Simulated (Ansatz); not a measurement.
## Random displacements in ZnS

These are results of Ansatz 0.2.0, DFT r2SCAN, scalar-relativistic, plane waves, PAW, not measurements. The runs took a 500 eV cutoff, a Γ-centred 6×6×4 mesh and Gaussian smearing (0.05 eV). No spin polarisation. Energies are free energies at this smearing, counted from the undisturbed cell; pressure is positive in compression.

Reference structure (relaxed at this level):

```yaml
crystal:
  lattice:
    - [3.80672, 0.00000, 0.00000]
    - [-1.90336, 3.29672, 0.00000]
    - [0.00000, 0.00000, 6.24574]
  atoms:
    - { symbol: Zn, position: [0.33333, 0.66667, 0.00539] }
    - { symbol: Zn, position: [0.66667, 0.33333, 0.50539] }
    - { symbol: S, position: [0.33333, 0.66667, 0.37961] }
    - { symbol: S, position: [0.66667, 0.33333, 0.87961] }
```

The atoms are displaced (Å, in the unstrained cell):

| atom | ux | uy | uz |
| --- | --- | --- | --- |
| Zn1 | -0.038 | -0.004 | -0.012 |
| Zn2 | 0.015 | 0.012 | 0.006 |
| S3 | 0.049 | -0.048 | -0.020 |
| S4 | -0.026 | 0.039 | 0.026 |

Strain (Voigt, engineering shear): (0.0245, 0.0004, 0.0475, 0.0548, 0.0088, -0.0213).

**Question.** What are the energy change, the stress and the forces?

**Answer.** ΔE = 41.4 meV/atom; stress (xx, yy, zz, yz, xz, xy; compression positive) (-3.64, -2.82, -7.15, -1.68, 0.01, 0.70) GPa; gap on the mesh 2.25 eV.
| atom | Fx (eV/Å) | Fy | Fz |
| --- | --- | --- | --- |
| Zn1 | 0.14 | -0.05 | 0.19 |
| Zn2 | 0.07 | -0.25 | 0.05 |
| S3 | -0.13 | 0.29 | 0.11 |
| S4 | -0.08 | 0.01 | -0.35 |

Cost: 1 run of about 0.47 core-minutes, on Intel Xeon Processor @ 2.70GHz (shared hosts).